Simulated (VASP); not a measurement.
# Re (Fm-3m) in VASP: further runs

One crystal, Re, is run at these levels: PBEsol; tasks: single point.

Everything below comes from runs of VASP 6.6.1. Logs are shortened: lines on timing, memory, paths and dates and some standing lists are left out, and cuts for length are marked.

### 1 The structure

Symmetry: Fm-3m, No. 225, cubic system. The conventional cell has a = 3.881 Å, b = 3.881 Å, c = 3.881 Å, α = 90.00°, β = 90.00°, γ = 90.00°. Re (site symmetry m-3m) is surrounded by 12 Re at 2.74 Å.

This isn't the form of Re at room conditions, which is hcp.

### 2 Single point, PBEsol

INCAR reads:

```
SYSTEM = Re
  PREC = Accurate
  ENCUT = 700
  EDIFF = 1E-6
  ISMEAR = 0
  SIGMA = 0.1
  LREAL = .FALSE.
  LASPH = .TRUE.
  NELM = 100
  ALGO = Fast
  ISIF = 2
  LWAVE = .FALSE.
  LCHARG = .FALSE.
  GGA = PS
  NBANDS = 10
```

KPOINTS reads:

```
Automatic mesh
0
G
  18 18 18
  0 0 0
```

POSCAR reads:

```
Re
1.0
    0.0000000000      1.9404000000      1.9404000000
    1.9404000000      0.0000000000      1.9404000000
    1.9404000000      1.9404000000      0.0000000000
Re
1
Direct
    0.0000000000      0.0000000000      0.0000000000
```

Potentials or basis: VASP PAW PBE potentials, release 64 (Re).

The run is started by

```bash
cat potpaw_PBE.64/Re/POTCAR > POTCAR
mpirun -np 1 vasp_std > vasp.out
```

OUTCAR:

```text
SYSTEM = Re
   PREC = Accurate
   ENCUT = 700
   EDIFF = 1E-6
   ISMEAR = 0
   LREAL = .FALSE.
   LASPH = .TRUE.
   NELM = 100
   ISIF = 2
   GGA = PS

 ion  position               nearest neighbor table
   1  0.000  0.000  0.000-

  LATTYP: Found a face centered cubic cell.
 ALAT       =     3.8808000000

  Lattice vectors:

 A1 = (   0.0000000000,   1.9404000000,   1.9404000000)
 A2 = (   1.9404000000,   0.0000000000,   1.9404000000)
 A3 = (   1.9404000000,   1.9404000000,   0.0000000000)

Analysis of symmetry for initial positions (statically):
=====================================================================
 Subroutine PRICEL returns:
 Original cell was already a primitive cell.

 Routine SETGRP: Setting up the symmetry group for a
 face centered cubic supercell.

 Subroutine GETGRP returns: Found 48 space group operations
 (whereof 48 operations were pure point group operations)
 out of a pool of 48 trial point group operations.

The static configuration has the point symmetry O_h .

Analysis of symmetry for dynamics (positions and initial velocities):
=====================================================================
 Subroutine PRICEL returns:
 Original cell was already a primitive cell.

 Routine SETGRP: Setting up the symmetry group for a
 face centered cubic supercell.

 Subroutine GETGRP returns: Found 48 space group operations
 (whereof 48 operations were pure point group operations)
 out of a pool of 48 trial point group operations.

The dynamic configuration has the point symmetry O_h .

 Subroutine INISYM returns: Found 48 space group operations
 (whereof 48 operations are pure point group operations),
 and found     1 'primitive' translations

----------------------------------------------------------------------------------------

                                     Primitive cell

  volume of cell :      14.6118

  direct lattice vectors                    reciprocal lattice vectors
     0.000000000  1.940400000  1.940400000    -0.257678829  0.257678829  0.257678829
     1.940400000  0.000000000  1.940400000     0.257678829 -0.257678829  0.257678829
     1.940400000  1.940400000  0.000000000     0.257678829  0.257678829 -0.257678829

  length of vectors
     2.744139996  2.744139996  2.744139996     0.446312824  0.446312824  0.446312824

  position of ions in fractional coordinates (direct lattice)
     0.000000000  0.000000000  0.000000000

  ion indices of the primitive-cell ions
   primitive index   ion index
                 1           1

----------------------------------------------------------------------------------------

 KPOINTS: Automatic mesh

Automatic generation of k-mesh.
 Grid dimensions read from file:
 generate k-points for:   18   18   18

 Generating k-lattice:

  Cartesian coordinates                     Fractional coordinates (reciprocal lattice)
    -0.014315491  0.014315491  0.014315491     0.055555556  0.000000000  0.000000000
     0.014315491 -0.014315491  0.014315491     0.000000000  0.055555556  0.000000000
     0.014315491  0.014315491 -0.014315491     0.000000000  0.000000000  0.055555556

  Length of vectors
     0.024795157  0.024795157  0.024795157

  Shift w.r.t. Gamma in fractional coordinates (k-lattice)
     0.000000000  0.000000000  0.000000000

 Subroutine IBZKPT returns following result:
 ===========================================

 Found    195 irreducible k-points:

 Following reciprocal coordinates:
            Coordinates               Weight
  0.000000  0.000000  0.000000      1.000000
  0.055556  0.000000  0.000000      8.000000
  0.111111  0.000000  0.000000      8.000000
  0.166667  0.000000  0.000000      8.000000
  0.222222  0.000000  0.000000      8.000000
  0.277778  0.000000  0.000000      8.000000
[... 16 lines left out ...]
 -0.277778  0.055556  0.000000     24.000000
 -0.222222  0.055556  0.000000     24.000000
 [... further k-points ...]
   k-points           NKPTS =    195   k-points in BZ     NKDIM =    195   number of bands    NBANDS=     10
   number of dos      NEDOS =    301   number of ions     NIONS =      1
   total plane-waves  NPLWV =  13824
   dimension x,y,z NGX =    24 NGY =   24 NGZ =   24
   dimension x,y,z NGXF=    48 NGYF=   48 NGZF=   48
   ions per type =               1
   NGX,Y,Z   is equivalent  to a cutoff of  14.54, 14.54, 14.54 a.u.
   NGXF,Y,Z  is equivalent  to a cutoff of  29.08, 29.08, 29.08 a.u.
 SYSTEM =  Re
   PREC   = accura    normal or accurate (medium, high low for compatibility)
   ISTART =      0    job   : 0-new  1-cont  2-samecut
   ICHARG =      2    charge: 1-file 2-atom 10-const
   ISPIN  =      1    spin polarized calculation?
   LNONCOLLINEAR =      F non collinear calculations
   LSORBIT =      F    spin-orbit coupling
   LASPH  =      T    aspherical Exc in radial PAW
   ENCUT  =  700.0 eV  51.45 Ry    7.17 a.u.   5.92  5.92  5.92*2*pi/ulx,y,z
   NELM   =    100;   NELMIN=  2; NELMDL= -5     # of ELM steps
   EDIFF  = 0.1E-05   stopping-criterion for ELM
   LREAL  =      F    real-space projection
   EDIFFG = 0.1E-04   stopping-criterion for IOM
   NSW    =      0    number of steps for IOM
   IBRION =     -1    ionic relax: 0-MD 1-quasi-New 2-CG
   NFREE  =      0    steps in history (QN), initial steepest desc. (CG)
   ISIF   =      2    stress and relaxation
   ISYM   =      2    0-nonsym 1-usesym 2-fastsym
   POTIM  = 0.5000    time-step for ionic-motion
   TEBEG  =    0.0;   TEEND  =   0.0 temperature during run
   PSTRESS=    0.0 pullay stress
   NELECT =       7.0000    total number of electrons
   NUPDOWN=      -1.0000    fix difference up-down
   EMIN   =  10.00;   EMAX   =-10.00  energy-range for DOS
   EFERMI =   0.00;   METHOD = LEGACY
   ISMEAR =     0;   SIGMA  =   0.10  broadening in eV -4-tet -1-fermi 0-gaus
   EFERMI_NEDOS =   21; number of points for ismear=-14 and -15
   IALGO  =     68    algorithm
   IMIX   =      4    mixing-type and parameters
     AMIX     =   0.40;   BMIX     =  1.00
     AMIX_MAG =   1.60;   BMIX_MAG =  1.00
  volume/ion in A,a.u.               =      14.61        98.61
  Fermi-wavevector in a.u.,A,eV,Ry     =   1.280972  2.420686 22.325648  1.640889
  Thomas-Fermi vector in A             =   2.413369
   LORBIT       =      0    0 simple, 1 ext, 2 COOP (PROOUT), +10 PAW based schemes
   GGA     = PS    functional components
   LHFCALC =     F    Hartree Fock is set to
   AEXX    =    0.0000 exact exchange contribution
   IVDW    =     0    specifies the selected vdW correction
   LEPSILON=     F    determine dielectric tensor
   LRPA    =     F    only Hartree local field effects (RPA)
 non-spin polarized calculation
 RMM-DIIS sequential band-by-band and
 Gauss-broadening in eV      SIGMA  =   0.10
  energy-cutoff  :      700.00
  volume of cell :       14.61
 maximum number of plane-waves:       636
   NGX = 11   NGY = 11   NGZ = 11

 number of electron       7.0000000 magnetization

 Free energy of the ion-electron system (eV)
  ---------------------------------------------------
  ext. energy  EPLUGINS =         0.00000000
  ---------------------------------------------------
  free energy    TOTEN  =       -13.30321573 eV

  energy without entropy =      -13.29893615  energy(sigma->0) =      -13.30107594

 E-fermi :   8.0653     XC(G=0): -13.8587

 val. band max:        8.0556362963   @ k =  -0.3889   0.4444   0.0556
 cond. band min:       8.0967473105   @ k =  -0.3333   0.2778   0.0000
 fundamental gap:      0.0411110142
 Fermi energy:         8.0652694035

 k-point     1 :       0.0000    0.0000    0.0000
  band No.  band energies     occupation
      1      -2.1393      2.00000
      2       6.1339      2.00000
      3       6.1339      2.00000
      4       6.1339      2.00000
      5       9.3566      0.00000
      6       9.3566      0.00000
      7      22.0338      0.00000
      8      27.7048      0.00000
      9      27.7048      0.00000
     10      27.7048      0.00000

 k-point     2 :       0.0556    0.0000    0.0000
  band No.  band energies     occupation
      1      -1.9939      2.00000
      2       6.0334      2.00000
      3       6.2029      2.00000
      4       6.2029      2.00000
      5       9.2997      0.00000
      6       9.2997      0.00000
      7      22.3189      0.00000
      8      26.9444      0.00000
      9      27.9714      0.00000
     10      27.9714      0.00000

 k-point     3 :       0.1111    0.0000    0.0000
  band No.  band energies     occupation
      1      -1.5736      2.00000
      2       5.7752      2.00000
      3       6.3827      2.00000
      4       6.3827      2.00000
      5       9.1729      0.00000
      6       9.1729      0.00000
      7      23.0906      0.00000
      8      25.5758      0.00000
      9      28.7458      0.00000
     10      28.7459      0.00000

 k-point     4 :       0.1667    0.0000    0.0000
  band No.  band energies     occupation
      1      -0.9322      2.00000
      2       5.4729      2.00000
      3       6.5801      2.00000
      4       6.5801      2.00000
      5       9.1085      0.00000
      6       9.1085      0.00000
      7      23.6237      0.00000
      8      24.7949      0.00000
      9      29.9606      0.00000
     10      29.9606      0.00000
[... 222 lines left out ...]
 k-point    22 :      -0.3333    0.0556    0.0000
  band No.  band energies     occupation
      1       1.1417      2.00000
      2       6.1222      2.00000
      3       6.1537      2.00000
      4       6.3207      2.00000
      5      10.2928      0.00000
      6      11.3648      0.00000
      7      20.2725      0.00000
      8      23.9244      0.00000
      9      29.7695      0.00000
     10      31.8671      0.00000

 k-point    23 :      -0.2778    0.0556    0.0000
  band No.  band energies     occupation
      1       0.8084      2.00000
      2       5.4193      2.00000
      3       6.3944      2.00000
      4       6.5513      2.00000
      5       9.5134      0.00000
      6      10.6338      0.00000
      7      21.3406      0.00000
      8      25.4512      0.00000
      9      30.9563      0.00000
     10      32.0000      0.00000

 k-point    24 :      -0.2222    0.0556    0.0000
  band No.  band energies     occupation
      1       0.1894      2.00000
      2       5.1648      2.00000
      3       6.5977      2.00000
      4       6.7337      2.00000
      5       8.9160      0.00000
      6       9.9842      0.00000
      7      22.4337      0.00000
      8      25.9738      0.00000
      9      30.6991      0.00000
     10      32.0115      0.00000

 [... further k-points ...]

------------------------ aborting loop because EDIFF is reached ----------------------------------------

  FORCE on cell =-STRESS in cart. coord.  units (eV):
  Direction    XX          YY          ZZ          XY          YZ          ZX
  --------------------------------------------------------------------------------------
  -------------------------------------------------------------------------------------
  Total       -0.0027289     -0.0027289     -0.0027289      0.0000000      0.0000000     -0.0000000
  in kB       -0.2992211     -0.2992211     -0.2992211      0.0000000      0.0000000     -0.0000000
  external PRESSURE =      -0.2992211 kB  Pullay stress =       0.0000000 kB

 VOLUME and BASIS-vectors are now :
 -----------------------------------------------------------------------------
  energy-cutoff  :      700.00
  volume of cell :       14.61
      direct lattice vectors                 reciprocal lattice vectors
     0.000000000  1.940400000  1.940400000    -0.257678829  0.257678829  0.257678829
     1.940400000  0.000000000  1.940400000     0.257678829 -0.257678829  0.257678829
     1.940400000  1.940400000  0.000000000     0.257678829  0.257678829 -0.257678829

 POSITION                                       TOTAL-FORCE (eV/Angst)
 -----------------------------------------------------------------------------------
      0.00000      0.00000      0.00000         0.000000      0.000000      0.000000
 -----------------------------------------------------------------------------------
    total drift:                               -0.000000      0.000000      0.000000

  FREE ENERGIE OF THE ION-ELECTRON SYSTEM (eV)
  ---------------------------------------------------
  free  energy   TOTEN  =       -13.3032157350 eV

  energy  without entropy=      -13.2989361456  energy(sigma->0) =      -13.30107594
```

Run time: 16 s. Hardware: 1 thread of Intel Xeon 6975P-C (Granite Rapids), shared host; peak memory 0.17 GiB.

Results:

```
Free energy            : -13.3032 eV
Pressure               : 0.0 GPa
Band gap on the k mesh : none (metal or under the smearing width)
```

Levels at points of the mesh, in eV from the Fermi level:
| k point | band 2 | band 3 | band 4 | band 5 | band 6 | band 7 |
| --- | --- | --- | --- | --- | --- | --- |
| (0.00, 0.00, 0.00) | -1.93 | -1.93 | -1.93 | 1.29 | 1.29 | 13.97 |
| (0.50, 0.00, 0.00) | -2.15 | -2.15 | 0.24 | 3.89 | 3.89 | 10.07 |
| (0.50, 0.50, 0.00) | -6.02 | 2.85 | 3.83 | 4.65 | 4.65 | 12.35 |

Caveat: the PAW data sets were made with another functional, which shifts forces and pressure a little. Spin-orbit coupling is left out, which matters for the levels of Re.

### 3 Single point, PBEsol

INCAR, as its differences from that of step 2:

```diff
@@ -2,3 +2,3 @@
   PREC = Accurate
-  ENCUT = 700
+  ENCUT = 520
   EDIFF = 1E-6
```

KPOINTS reads:

```
Automatic mesh
0
G
  28 28 28
  0 0 0
```

POSCAR is that of step 2.

Potentials or basis: VASP PAW PBE potentials, release 64 (Re).

The run is started by

```bash
cat potpaw_PBE.64/Re/POTCAR > POTCAR
mpirun -np 1 vasp_std > vasp.out
```

It took 37 s on 1 thread of Intel Xeon 6975P-C (Granite Rapids), shared host; peak memory 0.2 GiB.

Results (log left out):

```yaml
Free_energy: -13.3050 eV
Pressure: -0.3 GPa
Band_gap_on_the_k_mesh: none (metal or under the smearing width)
```

Levels at points of the mesh, in eV from the Fermi level:
```
           k point  band 1  band 2  band 3  band 4  band 5  band 6  band 7  band 8
(0.00, 0.00, 0.00)  -10.22   -1.94   -1.94   -1.94    1.28    1.28   13.95   19.62
(0.50, 0.00, 0.00)   -6.96   -2.16   -2.16    0.22    3.87    3.87   10.06   13.44
(0.50, 0.50, 0.00)   -6.92   -6.03    2.83    3.82    4.64    4.64   12.33   12.33
```

Caveat: the PAW data sets were made with another functional, which shifts forces and pressure a little. The run has no spin-orbit coupling, so splittings on Re are missing.

### 4 Single point, PBEsol

INCAR, as its differences from that of step 3:

```diff
@@ -5,3 +5,3 @@
   ISMEAR = 0
-  SIGMA = 0.1
+  SIGMA = 0.5
   LREAL = .FALSE.
```

KPOINTS reads:

```
Automatic mesh
0
G
  18 18 18
  0 0 0
```

POSCAR is that of step 3.

The run is started by

```bash
cat potpaw_PBE.64/Re/POTCAR > POTCAR
mpirun -np 1 vasp_std > vasp.out
```

Run time: 18 s. Hardware: 1 thread of Intel Xeon 6975P-C (Granite Rapids), shared host; peak memory 0.14 GiB.

Results (log left out):

- Free energy: -13.3553 eV
- Pressure: 0.4 GPa
- Band gap on the k mesh: none (metal or under the smearing width)

Levels at points of the mesh, in eV from the Fermi level:
```
           k point  band 2  band 3  band 4  band 5  band 6  band 7
(0.00, 0.00, 0.00)   -1.92   -1.92   -1.92    1.31    1.31   13.97
(0.50, 0.00, 0.00)   -2.14   -2.14    0.25    3.90    3.90   10.08
(0.50, 0.50, 0.00)   -6.01    2.85    3.85    4.66    4.66   12.36
```

Caveat: the PAW data sets were made with another functional, which shifts forces and pressure a little. Spin-orbit coupling is left out, which matters for the levels of Re.

### 5 The runs side by side

```tsv
k mesh	cutoff (eV)	smearing	gap on the mesh (eV)	pressure (GPa)
18 × 18 × 18	700	gaussian 0.1 eV	none	0.0
28 × 28 × 28	520	gaussian 0.1 eV	none	-0.3
18 × 18 × 18	520	gaussian 0.5 eV	none	0.4
```

Alike in all rows: task single point; level PBEsol; potentials or basis VASP PAW PBE potentials, release 64 (Re); no spin polarisation; cell as given.

Every run on the cell as given and a fine mesh finds a metal.

Caveats: the PAW data sets were made with another functional, which shifts forces and pressure a little.

Total energies depend on the potentials used, so only differences within one code and one set of settings carry meaning.
